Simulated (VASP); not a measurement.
# Ge in VASP: how settings move the PBE single point

The PBE single point of Ge in the diamond structure, under -2.0 % strain along z alone is repeated with altered inputs. Which of them can be trusted?

Code: VASP 6.6.1. PAW datasets, plane waves. The values are computed, spin-unpolarised, and not measurements.

### 1 The cell

The cell comes from an earlier relaxation with r2SCAN in another program, then strained, with the atoms relaxed again.

Space group I4_1/amd (No. 141), tetragonal; a = 4.012 Å, c = 5.560 Å in the conventional setting, 22.37 Å³ an atom. Near Ge stand 4 Ge at 2.44 Å.

The structure in full:

```cif
data_structure
_symmetry_space_group_name_H-M 'P 1'
_symmetry_Int_Tables_number 1
_cell_length_a 3.9720
_cell_length_b 3.9720
_cell_length_c 4.0119
_cell_angle_alpha 59.667
_cell_angle_beta 59.667
_cell_angle_gamma 60.666
_cell_volume 44.75
loop_
_atom_site_label
_atom_site_type_symbol
_atom_site_fract_x
_atom_site_fract_y
_atom_site_fract_z
_atom_site_occupancy
Ge1 Ge 0.00000 0.00000 0.00000 1
Ge2 Ge 0.25000 0.25000 0.25000 1
```

### 2 Baseline

The input, INCAR:

```
ENCUT = 520.000000
SIGMA = 0.020000
EDIFF = 1.00e-07
GGA = PE
PREC = Accurate
IBRION = -1
ISIF = 2
ISMEAR = -1
NBANDS = 21
NELM = 120
NSW = 0
LASPH = .TRUE.
LCHARG = .FALSE.
LWAVE = .FALSE.
LREAL = .FALSE.
```

The input, KPOINTS:

```
KPOINTS created by Atomic Simulation Environment
0
Gamma
8 8 8
0 0 0
```

The input, POSCAR:

```
Ge
 1.0000000000000000
     0.0000000000000000    2.8368735120999999    2.7801360418000001
     2.8368735120999999    0.0000000000000000    2.7801360418000001
     2.8368735120999999    2.8368735120999999    0.0000000000000000
 Ge
   2
Cartesian
  0.0000000000000000  0.0000000000000000  0.0000000000000000
  1.4184367560500000  1.4184367560500000  1.3900680209000000
```

A file KPOINTS_OPT adds named points for the levels; it doesn't enter the self-consistent loop.

Potentials: the recommended PBE PAW datasets, 28 valence electrons.

Launch:

```console
$ mpirun -np 1 vasp_std
```

### 3 Try 1

The input, INCAR:

```
ENCUT = 520.000000
EDIFF = 1.00e-07
GGA = PE
PREC = Accurate
IBRION = -1
ISIF = 2
NBANDS = 21
NSW = 0
LASPH = .TRUE.
LCHARG = .FALSE.
LWAVE = .FALSE.
LREAL = .FALSE.
IVDW = 12
ISMEAR = -5
SIGMA = 0.3
BMIX = 0.5
NELM = 100
```

KPOINTS is that of step 2.

POSCAR is that of step 2.

### 4 Try 2

INCAR, as its differences from that of step 2:

```diff
@@ -9,5 +9,3 @@
 NBANDS = 21
-NELM = 120
 NSW = 0
-LASPH = .TRUE.
 LCHARG = .FALSE.
@@ -15 +13,3 @@
 LREAL = .FALSE.
+LASPH = .FALSE.
+NELM = 82
```

The input, KPOINTS:

```
KPOINTS created by Atomic Simulation Environment
0
Monkhorst-Pack
8 8 8
0 0 0
```

POSCAR is that of step 2.

### 5 Try 3

The input, INCAR:

```
ENCUT = 520.000000
SIGMA = 0.020000
EDIFF = 1.00e-07
PREC = Accurate
IBRION = -1
ISIF = 2
ISMEAR = -1
NBANDS = 21
NSW = 0
LASPH = .TRUE.
LCHARG = .FALSE.
LWAVE = .FALSE.
LREAL = .FALSE.
ADDGRID = .TRUE.
GGA = RP
NELM = 52
```

The input, KPOINTS:

```
KPOINTS created by Atomic Simulation Environment
0
Monkhorst-Pack
8 8 8
0 0 0
```

POSCAR is that of step 2.

Q: Predict the outcome of this session. Wanted: for each run, changed; ending; energy change; pressure; electronic steps; usable.

As calculated:

| run | changed | ending | energy change (meV/atom) | pressure (GPa) | gap on the mesh (eV; negative: overlap) | electronic steps | time | usable |
| --- | --- | --- | --- | --- | --- | --- | --- | --- |
| ref. | – | converged | 0 | 4.4 | 0.04 | 12 | 50 s | yes |
| 1 | IVDW = 12, ISMEAR = -5, SIGMA = 0.3, BMIX = 0.5, NELM = 100 | converged | – | 2.2 | 0.04 | 12 | 40 s | yes |
| 2 | LASPH = .FALSE., NELM = 82, shifted mesh | converged | -5.6 | 4.5 | 0.29 | 13 | 92 s | yes |
| 3 | ADDGRID = .TRUE., GGA = RP, NELM = 52, shifted mesh | converged | – | 6.3 | 0.37 | 12 | 91 s | yes |

**Reading.** Of 3 altered inputs, 3 gave usable results. «LASPH = .FALSE., NELM = 82, shifted mesh» moves the energy by -5.6 meV/atom.
